Sliding one half of a BN crystal rigidly over the other costs about 1 J/m² for the first 0.37 Å and about 11 J/m² at the worst point of the path. The shear tractions involved reach more than 100 GPa. A full slip vector, 4.40 Å long, restores the perfect crystal. The calculation, at PBEsol level, follows the slide in twelfths of this vector, and the last two results are hidden at first.

Rigid, unrelaxed slip of wurtzite BN on the (001) plane, cut between N and B layers 1.57 Å apart, with one fault in a 12-atom cell. The slip vector is a + b, where cell vectors a and b are 2.541 Å long and 60° apart. Ansatz 0.2.0, plane-wave PAW, PBEsol, scalar-relativistic, no spin polarisation, cutoff 420 eV, k mesh 10×10×2, Gaussian smearing 0.05 eV.

| slip (fraction of the slip vector) | fault energy (mJ/m²) | shear traction (GPa (slope of the fault energy along the slip)) |
| --- | --- | --- |
| 0 | 0 | 0 |
| 0.0833 | 1150 | 63.02 |
| 0.1667 | 4510 | 115.3 |
| 0.2500 | 8900 | 108.4 |
| 0.3333 | 11060 | 0.04 |
| 0.4167 | 9670 | -57.71 |
| 0.5000 | 7800 | -37.22 |
| 0.5833 | 7140 | -0.73 |
| 0.6667 | 7300 | -0.01 |
| 0.7500 | 6420 | -53.27 |
| 0.8333 | ? | ? |
| 0.9167 | ? | ? |

The shear traction is the slope of the fault energy along the slip. A positive value resists the slide. A negative one means that the energy falls as the slip grows, so that the crystal pulls itself onward.

**(a) What resists the slide, and what does the vanishing traction at one third and two thirds mean?**

*Solution.* The cut separates a layer of nitrogen from a layer of boron about 1.6 Å away, so it runs through the B–N bonds that stand upright on the plane. In the first step such a bond mainly tilts and lengthens by only about 3 %. At one third it would be more than a third longer than at the start, so it is largely broken.

The size of the energy fits this picture. Each upright bond has an area of about 5.6 Å² of the plane to itself, and 11 J/m² over that area is nearly 4 eV for each bond. This is a chemical energy, far above that of the familiar stacking faults, which leave these bonds whole.

At one third and at two thirds an atom at one face of the cut stands in line with a like atom in the layer just behind the other face, 2.10 Å away: boron over boron in one case and nitrogen over nitrogen in the other. Both stackings have threefold symmetry, and a force along the plane would single out a direction, so the traction must vanish there. That does not make them stable. Along this path both are tops, although the second is a low one: its 7300 mJ/m² lies only slightly above the 7140 mJ/m² of the row before it.

**(b) Predict the fault energy and the shear traction at slips 0.8333 and 0.9167.**

*Solution.* The end of the path is known without a calculation. At slip 1 the crystal is perfect again, so energy and traction are both zero. The stiffness there is known too, because a smooth energy minimum has the same quadratic term on either side.

The first step supplies this stiffness. For a spring the energy is half the traction times the distance, which gives 1155 mJ/m² from the listed traction. The computed energy is 1150 mJ/m², so the first step passes as spring-like, although cubic and quartic terms that happen to cancel would pass this test too.

Let q be the distance from slip 1, measured in quarters of the slip vector, so that q = 1 at slip 0.75. The simplest curve that meets every condition is

E = Kq² + Bq³ + Dq⁴.

The first step lies at q = 1/3, hence K = 9 × 1150 = 10350 mJ/m². At slip 0.75 the curve must have the listed energy, 6420 mJ/m², and the listed slope. A quarter of the slip vector is 1.10 Å, and 1 GPa × 1 Å is 100 mJ/m², so that slope is 53.27 × 1.10 × 100 = 5860 mJ/m² for each unit of q. The two conditions give

D = 5860 − 3 × 6420 + 10350 = −3050 mJ/m²,

B = 6420 − 10350 + 3050 = −880 mJ/m².

Slip 0.8333 lies at q = 2/3, where

E = 10350 × 4/9 − 880 × 8/27 − 3050 × 16/81 ≈ 3740 mJ/m².

The same curve at q = 1/3 gives the other energy, and its slope gives the tractions.

How far can it be trusted? The way out offers a trial, with slip 0.25 in place of 0.75. There the recipe overshoots the known energies by 55 mJ/m² at the first step, which also supplied the stiffness, and by 99 mJ/m² at the second. Its tractions err by up to 3 GPa. Doubling these misses, roughly, gives the ranges of the forecast:

- slip 0.8333: 3740 ± 200 mJ/m² and −82 ± 6 GPa;
- slip 0.9167: 1080 ± 110 mJ/m² and −56 ± 6 GPa.

The energy should thus fall steadily to zero, more steeply at 0.8333 than at 0.9167. The way back should be gentler than the way out, clearly so at one sixth of the vector from the perfect crystal and barely at one twelfth.

**(c) Compare with the computed values. Why is the way back not a mirror image of the way out?**

The withheld rows as computed:

| slip (fraction of the slip vector) | fault energy (mJ/m²) | shear traction (GPa (slope of the fault energy along the slip)) |
| --- | --- | --- |
| 0.8333 | 3720 | -83.25 |
| 0.9167 | 1050 | -54.94 |

*Solution.* All four values lie within their ranges. The energies were forecast too high by about 20 and 30 mJ/m², and the tractions are off by about 1 GPa. Part of the excess in the energies comes from the stiffness, which was read from a forward step alone; the backward step turns out to be slightly cheaper. The trial on the way out had erred by more, so the ranges proved generous. The order of the two tractions and the gentler return are also as forecast.

A mirror image would have failed. At the same distance from the perfect crystal, the way out costs more than the way back by 100 mJ/m² at one twelfth of the vector and by 790 mJ/m² at one sixth. At one quarter the difference is 8900 − 6420 = 2480 mJ/m².

These differences grow nearly as 1 : 8 : 27, the cubes of the distance. This pattern was noticed only after the reveal, but close to a smooth minimum it is to be expected. That it nearly holds out to a quarter of the vector is not guaranteed. The linear term vanishes at the perfect crystal and the quadratic term is the same both ways, so the cubic term is the first that can tell forward from backward.

The chemistry behind that term can be argued from the geometry. Forward slip heads for one kind of like-atom contact and backward slip for the other, and the two tops differ by 3760 mJ/m². Close to the perfect crystal the tilted B–N bond dominates and hardly feels which contact lies ahead. Farther out the approaching atoms matter more. The results do not say whether boron or nitrogen makes the higher top; stronger repulsion between nitrogen atoms would be a plausible guess. Where a crystal's symmetry turns forward slip into backward slip on the same plane, the cubic term must vanish and the two ways become mirror images.

Good forecasts near the end do not vouch for a curve elsewhere. A smooth surface with threefold symmetry, its three coefficients fitted to the ten known rows, meets the two hidden energies even slightly better than the quartic. Yet at slip 0.5 it lies about 420 mJ/m² too low. The output below gives the results of both models.

For practical use the energies are ceilings within PBEsol, since the atoms and the layer spacing were frozen and relaxation can only lower them. Spin polarisation was left out, but the computed gap stays above 2 eV at every point of the path, so magnetism at the stretched bonds is not expected. The tractions are those of a rigid, flawless crystal and should not be read as a measured strength: real crystals contain dislocations and cracks, which let them yield or break at far lower stress.

Output of the analysis:

```
length of the slip vector, Angstrom: 4.401
energy of the first step if it is a spring with the listed traction, mJ/m2: 1155
control, slips 0.0833 and 0.1667: quartic less computed energy, mJ/m2: 54.95, 99.28
control, slips 0.0833 and 0.1667: quartic less computed traction, GPa: 2.728, -1.494
forecast energy at slips 0.8333 and 0.9167, mJ/m2: 3738, 1079
error bar of these energies, plus or minus, mJ/m2: 200, 110
computed energy at slips 0.8333 and 0.9167, mJ/m2: 3720, 1050
forecast less computed energy, mJ/m2: 18.28, 29.31
forecast traction at slips 0.8333 and 0.9167 (error bar 6), GPa: -81.89, -55.93
computed traction at slips 0.8333 and 0.9167, GPa: -83.25, -54.94
forecast less computed traction, GPa: 1.357, -0.9894
way out less way back at one sixth from perfect, computed, mJ/m2: 790
way out less way back at one twelfth from perfect, computed, mJ/m2: 100
energy at one third less energy at two thirds, mJ/m2: 3760
fit of fault_energy on 10 rows: coefficient of 3 - 2*cos(x) - cos(2*x) 2056 +/- 33, coefficient of 2*sin(x) - sin(2*x) 671.8 +/- 48, coefficient of 1 - cos(3*x) -425.1 +/- 105; rms 215, worst 0.5 -424, leave-one-out rms 340
  rows outside the fit (model, value, miss): 0.8333 3710, 3720, -9.61; 0.9167 1063, 1050, 13.4
```
